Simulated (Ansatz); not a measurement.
## SnO$_{2}$: one atom moved along a line

Computed with Ansatz, DFT PBE, scalar-relativistic, plane waves, PAW. The runs took a 420 eV cutoff, a Γ-centred 8×8×8 mesh and Gaussian smearing (0.05 eV). No spin polarisation. Energies are free energies at this smearing, counted from the undisturbed cell; pressure is positive in compression.

Zero of the scan (relaxed at this level; this form isn't the usual structure):

```
Sn O
1.0
     5.16980    0.00000    0.00000
     0.00000    5.16980    0.00000
     0.00000    0.00000    5.16980
Sn O
4 8
Direct
  0.00000 0.50000 0.50000
  0.50000 0.50000 0.00000
  0.50000 0.00000 0.50000
  0.00000 0.00000 0.00000
  0.33909 0.16091 0.83909
  0.16091 0.83909 0.33909
  0.83909 0.33909 0.16091
  0.66091 0.66091 0.66091
  0.33909 0.33909 0.33909
  0.16091 0.66091 0.83909
  0.83909 0.16091 0.66091
  0.66091 0.83909 0.16091
```

Atom 5 (O) is moved by x along the Cartesian unit vector (0.000, 0.000, 1.000); the cell and all other atoms stay fixed.

| x (Å) | ΔE (meV/cell) |
| --- | --- |
| -0.3000 | 667.5 |
| -0.2400 | 407.9 |
| -0.1800 | 219.5 |
| -0.1200 | 93.5 |
| -0.0600 | 22.5 |
| 0.0000 | 0.0 |
| 0.1200 | 80.3 |
| 0.1800 | 174.6 |
| 0.2400 | 300.5 |
| 0.3000 | 455.0 |

Q: Predict the force along x on the moved atoms (eV/Å) at each point.

A:
| x (Å) | force along x on the moved atoms (eV/Å) |
| --- | --- |
| -0.3000 | 4.98 |
| -0.2400 | 3.71 |
| -0.1800 | 2.60 |
| -0.1200 | 1.62 |
| -0.0600 | 0.76 |
| 0.0000 | 0.00 |
| 0.1200 | -1.29 |
| 0.1800 | -1.84 |
| 0.2400 | -2.34 |
| 0.3000 | -2.80 |

Cost: 10 runs of about 54 core-minutes in all, on Intel Xeon Processor @ 2.50GHz (Skylake/Cascade Lake) (shared hosts).